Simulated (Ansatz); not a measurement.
Crystal structures of strontium under RPBE

These are results of Ansatz 0.2.0, DFT, RPBE, plane waves (420 eV) with PAW, scalar-relativistic, not measurements. The PAW files were generated under PBE, with cores re-solved for the functional.

Each structure is relaxed within its own symmetry, so a high-lying one may be dynamically unstable.

| structure | ΔE (meV/atom) | V (Å³/atom) | cell | magnetic state |
| --- | --- | --- | --- | --- |
| fcc | 0 | 58.43 | a = 6.160 Å | spin not included |
| dhcp | 2 | 58.55 | a = 4.355 Å, c = 14.258 Å (c/a = 3.274) | spin not included |
| hcp | 4 | 58.72 | a = 4.357 Å, c = 7.142 Å (c/a = 1.639) | spin not included |
| bcc | 12 | 57.92 | a = 4.875 Å | spin not included |
| A15 | 34 | 58.91 | a = 7.782 Å | spin not included |
| omega (AlB2-type) | 52 | 58.99 | a = 6.985 Å, c = 4.188 Å (c/a = 0.599) | spin not included |
| beta-Sn type | 257 | 60.11 | a = 7.644 Å, c = 4.114 Å (c/a = 0.538) | spin not included |
| simple cubic | 387 | 62.45 | a = 3.967 Å | spin not included |
| diamond | 899 | 119.87 | a = 9.861 Å | spin not included |

ΔE counts from fcc.

Differences under about 8 meV lie within the error of the k-point mesh.
